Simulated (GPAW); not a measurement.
# MgB2 (P6/mmm) in GPAW: further runs, part 2 of 2

GPAW 26.7.0.

**4. Band structure, PBEsol**

run.py

```python
from ase import Atoms
from ase.dft.bandgap import bandgap
from ase.io import write
from ase.units import GPa
from gpaw import GPAW, PW, setup_paths

setup_paths.insert(0, '.')

atoms = Atoms(['Mg', 'B', 'B'],
              cell=[[3.085, 0.0, 0.0],
                    [-1.5425, 2.6716883707, 0.0],
                    [0.0, 0.0, 3.523]],
              scaled_positions=[[0.0, 0.0, 0.0],
                                [0.6666666667, 0.3333333333, 0.5],
                                [0.3333333333, 0.6666666667, 0.5]],
              pbc=True)

calc = GPAW(mode=PW(800),
            xc='PBEsol',
            kpts={'size': (10, 10, 8), 'gamma': True},
            occupations={'name': 'fermi-dirac', 'width': 0.05},
            nbands=17,
            convergence={'density': 1e-05, 'energy': 1e-05},
            maxiter=150,
            txt='gpaw.txt')
atoms.calc = calc
energy = atoms.get_potential_energy()
forces = atoms.get_forces()
stress = atoms.get_stress()
calc.write('gs.gpw')
write('result.traj', atoms)
print(f'Energy: {energy:.6f} eV')
print('Forces (eV/A):')
print(forces.round(4))
print('Stress (GPa):', (stress / GPa).round(3))
print('Fermi level:', round(calc.get_fermi_level(), 4), 'eV')
print(f'Gap: {bandgap(calc)[0]:.4f} eV, direct: {bandgap(calc, direct=True)[0]:.4f} eV')

path = atoms.cell.bandpath('GMKGALHA,LM,KH', npoints=100, eps=1e-4)
bs_calc = calc.fixed_density(kpts=path, symmetry='off', nbands=26,
                             convergence={'bands': 'CBM+6.0', 'eigenstates': 1e-6}, txt='bands.txt')
bs = bs_calc.band_structure()
bs.write('bs.json')
print(f'Gap on the path: {bandgap(bs_calc)[0]:.4f} eV')
```

Potentials or basis: PAW data sets generated in the run's folder for this functional, pw.

Command:

```bash
> gpaw-setup -f PBEsol B Mg
> OMP_NUM_THREADS=1 python run.py
```

gpaw.txt:

```text
__  _  _
 | _ |_)|_||  |
 |__||  | ||/\| - 26.7.0

Input parameters:
  mode=PW(ecut=800.0),
  convergence={'density': 1e-05, 'energy': 1e-05},
  kpts=MonkhorstPack(size=(10, 10, 8), gamma=True),
  maxiter=150,
  nbands=17,
  occupations=Occupations(name='fermi-dirac', width=0.05),
  xc=XC(name='PBEsol')

Diagonalizing LCAO Hamiltonian
Converting LCAO to pw mode

         B  B

       Mg

Atoms  # Å, Bohr magnetons
|   | symbol |         x |        y |        z |    initial magnetic moments |
|---|--------|-----------|----------|----------|-----------------------------|
| 0 |     Mg |  0.000000 | 0.000000 | 0.000000 | ( 0.0000,  0.0000,  0.0000) |
| 1 |      B |  1.542500 | 0.890563 | 1.761500 | ( 0.0000,  0.0000,  0.0000) |
| 2 |      B | -0.000000 | 1.781126 | 1.761500 | ( 0.0000,  0.0000,  0.0000) |

Unit cell  # Å
| periodic |         x |        y |        z |  lengths |     angles |
|----------|-----------|----------|----------|----------|------------|
[... 182 lines left out ...]
  Zero:             -0.034284
  External:          0.000000
  Xc:              -20.321363
  Entropy:          -0.006357
  Spinorbit:         0.000000
  ----------------------------
  Free energy:     -16.424262
  Extrapolated:    -16.421083

dipole moment: (-2.215101, -3.836667, -5.059189)  # |e|*Ang

Fermi level: 7.197
Eigenvalues  # (at kpt = [0.000, 0.000, 0.000])
| band index |      eig [eV] | occ [0-2] |
|------------|---------------|-----------|
|          0 |       -67.780 |     2.000 |
|          1 |       -34.750 |     2.000 |
|          2 |       -34.750 |     2.000 |
|          3 |       -34.737 |     2.000 |
|          4 |        -5.243 |     2.000 |
|          5 |         4.217 |     2.000 |
|          6 |         7.534 |     0.002 |
|          7 |         7.534 |     0.002 |
|          8 |         8.767 |     0.000 |
|          9 |        13.432 |     0.000 |
|         10 |        13.432 |     0.000 |
|         11 |        15.255 |     0.000 |
|         12 |        17.092 |     0.000 |
|         13 |        19.729 |     0.000 |
|        ... |               |           |
|         16 |        26.184 |     0.000 |

No gap
No difference between direct/indirect transitions

Forces  # eV/Ang
|        x |        y |       z |
|----------|----------|---------|
| -0.00000 | -0.00000 | 0.00000 |  # Mg   0
| -0.00000 |  0.00000 | 0.00000 |  # B    1
| -0.00000 | -0.00000 | 0.00000 |  # B    2

Stress tensor  # eV/Ang^3
|         x |         y |        z |
|-----------|-----------|----------|
|  0.018918 | -0.000000 | 0.000000 |
| -0.000000 |  0.018918 | 0.000000 |
|  0.000000 |  0.000000 | 0.019502 |

# Writing to gs.gpw (mode='')
```

Run time: 51 s. Hardware: 1 thread of Intel Xeon Platinum 8488C (Sapphire Rapids), shared host; peak memory 0.3 GiB.

Results:

```yaml
Free_energy: -16.4243 eV
Pressure: -3.1 GPa
Band_gap_along_the_path: none (metal or under the smearing width)
```

Stress tensor (GPa, compression positive):
```
-3.03  0.00  0.00
 0.00 -3.03  0.00
 0.00  0.00 -3.12
```

Levels at the corners of the path, in eV from the Fermi level:
| point | band 5 | band 6 | band 7 | band 8 | band 9 | band 10 | band 11 |
| --- | --- | --- | --- | --- | --- | --- | --- |
| Γ | -12.44 | -2.98 | 0.34 | 0.34 | 1.57 | 6.24 | 6.24 |
| M | -8.54 | -7.87 | -2.20 | 0.17 | 3.02 | 3.79 | 5.24 |
| K | -7.28 | -7.28 | -5.91 | 1.76 | 1.76 | 6.08 | 6.08 |
| Γ | -12.44 | -2.98 | 0.34 | 0.34 | 1.57 | 6.24 | 6.24 |
| A | -11.15 | -7.49 | 0.72 | 0.72 | 6.57 | 6.57 | 7.89 |
| L | -7.56 | -6.95 | -3.62 | -1.91 | -1.37 | 5.63 | 8.70 |
| H | -6.37 | -6.37 | -5.23 | -2.07 | -2.07 | 3.47 | 11.52 |
| A | -11.15 | -7.49 | 0.72 | 0.72 | 6.57 | 6.57 | 7.89 |
| L | -7.56 | -6.95 | -3.62 | -1.91 | -1.37 | 5.63 | 8.70 |
| M | -8.54 | -7.87 | -2.20 | 0.17 | 3.02 | 3.79 | 5.24 |
| K | -7.28 | -7.28 | -5.91 | 1.76 | 1.76 | 6.08 | 6.08 |
| H | -6.37 | -6.37 | -5.23 | -2.07 | -2.07 | 3.47 | 11.52 |

**5. Band structure, PBE**

run.py

```python
from ase.dft.bandgap import bandgap
from ase.io import read, write
from ase.units import GPa
from gpaw import GPAW, PW

atoms = read('POSCAR')

calc = GPAW(mode=PW(800),
            xc='PBE',
            kpts={'size': (10, 10, 8), 'gamma': True},
            occupations={'name': 'fermi-dirac', 'width': 0.05},
            nbands=17,
            convergence={'density': 1e-05, 'energy': 1e-05},
            maxiter=150,
            txt='gpaw.txt')
atoms.calc = calc
energy = atoms.get_potential_energy()
forces = atoms.get_forces()
stress = atoms.get_stress()
calc.write('gs.gpw')
write('result.traj', atoms)
print(f'Energy: {energy:.6f} eV')
print('Forces (eV/A):')
print(forces.round(4))
print('Stress (GPa):', (stress / GPa).round(3))
print('Fermi level:', round(calc.get_fermi_level(), 4), 'eV')
print(f'Gap: {bandgap(calc)[0]:.4f} eV, direct: {bandgap(calc, direct=True)[0]:.4f} eV')

path = atoms.cell.bandpath('GMKGALHA,LM,KH', npoints=80, eps=1e-4)
bs_calc = calc.fixed_density(kpts=path, symmetry='off', nbands=26,
                             convergence={'bands': 'CBM+6.0', 'eigenstates': 1e-6}, txt='bands.txt')
bs = bs_calc.band_structure()
bs.write('bs.json')
print(f'Gap on the path: {bandgap(bs_calc)[0]:.4f} eV')
```

POSCAR

```
MgB2
1.0
    3.0850000000      0.0000000000      0.0000000000
   -1.5425000000      2.6716883707      0.0000000000
    0.0000000000      0.0000000000      3.5230000000
Mg B
1 2
Direct
    0.0000000000      0.0000000000      0.0000000000
    0.6666666667      0.3333333333      0.5000000000
    0.3333333333      0.6666666667      0.5000000000
```

Potentials or basis: GPAW PAW data sets (gpaw-data 1.2.1), pw.

Command:

```bash
> OMP_NUM_THREADS=1 python run.py
```

It took 43 s on 1 thread of Intel Xeon Platinum 8488C (Sapphire Rapids), shared host; peak memory 0.28 GiB.

It converged, with:

```
Free energy             : -15.4280 eV
Pressure                : -1.2 GPa
Band gap along the path : none (metal or under the smearing width)
```

Levels at the corners of the path, in eV from the Fermi level:
```csv
point,band 4,band 5,band 6,band 7,band 8,band 9,band 10,band 11
Γ,-42.10,-12.45,-2.97,0.33,0.33,1.62,6.26,6.26
M,-42.09,-8.56,-7.86,-2.21,0.17,3.03,3.83,5.28
K,-42.09,-7.30,-7.30,-5.88,1.76,1.76,6.13,6.13
Γ,-42.10,-12.45,-2.97,0.33,0.33,1.62,6.26,6.26
A,-42.11,-11.17,-7.46,0.70,0.70,6.60,6.60,7.90
L,-42.10,-7.60,-6.95,-3.60,-1.91,-1.33,5.66,8.75
H,-42.10,-6.40,-6.40,-5.20,-2.05,-2.05,3.53,11.60
A,-42.11,-11.17,-7.46,0.70,0.70,6.60,6.60,7.90
L,-42.10,-7.60,-6.95,-3.60,-1.91,-1.33,5.66,8.75
M,-42.09,-8.56,-7.86,-2.21,0.17,3.03,3.83,5.28
K,-42.09,-7.30,-7.30,-5.88,1.76,1.76,6.13,6.13
H,-42.10,-6.40,-6.40,-5.20,-2.05,-2.05,3.53,11.60
```

**6. The runs side by side**

```tsv
level	potentials or basis	eigensolver	band points	pressure (GPa)
BLYP	PAW data sets generated in the run's folder for this functional, pw	davidson	100	0.7
revPBE	the program's PAW data sets (release 1.2.1) made for this functional, pw	-	60	1.6
PBEsol	PAW data sets generated in the run's folder for this functional, pw	-	100	-3.1
PBE	GPAW PAW data sets (gpaw-data 1.2.1), pw	-	80	-1.2
```

Alike in all rows: task band structure; no spin polarisation; cell as given; k mesh 10 × 10 × 8; cutoff (eV) 800; smearing fermi-dirac 0.05 eV.

Total energies depend on the potentials used, so only differences within one code and one set of settings carry meaning.
